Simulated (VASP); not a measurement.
A run of VASP 6.6.1:

INCAR

```
SYSTEM = BeS
PREC     = Accurate       ! precision mode
ENCUT    = 520            ! plane-wave cutoff, eV
EDIFF    = 1E-6           ! SCF threshold, eV
ISMEAR   = 0              ! smearing method
SIGMA    = 0.02           ! smearing width, eV
LREAL    = .False.        ! projectors in reciprocal space
LASPH    = .True.         ! aspherical terms in the spheres
NELM     = 100            ! most SCF steps
ALGO     = Fast           ! electronic algorithm
ISIF     = 2              ! what is computed and relaxed
LWAVE    = .False.        ! write WAVECAR
LCHARG   = .False.        ! write CHGCAR
GGA      = PE             ! functional
NBANDS   = 11             ! bands
```

Contents of KPOINTS:

```
regular mesh
0
Gamma
  8 8 8
  0 0 0
```

File POSCAR:

```
BeS
1.0
    0.0000000000      2.4379189249      2.4379189249
    2.4379189249      0.0000000000      2.4379189249
    2.4379189249      2.4379189249      0.0000000000
Be S
1 1
Direct
    0.0000000000      0.0000000000      0.0000000000
    0.2500000000      0.2500000000      0.2500000000
```

Potentials or basis: VASP PAW PBE potentials, release 64 (Be, S).

Run with:

```sh
$ cat potpaw_PBE.64/Be/POTCAR potpaw_PBE.64/S/POTCAR > POTCAR
$ mpirun -np 1 vasp_std > vasp.out
```

Hardware: 1 thread of Intel(R) Xeon(R) 6975P-C (Granite Rapids), on a shared host.

Problem. Estimate the wall time of this run.

Solution. It took 6.7 s on 1 thread of Intel(R) Xeon(R) 6975P-C (Granite Rapids), with other jobs on the host, peak memory 0.14 GiB. Counts: scf iterations 12, k points 29.
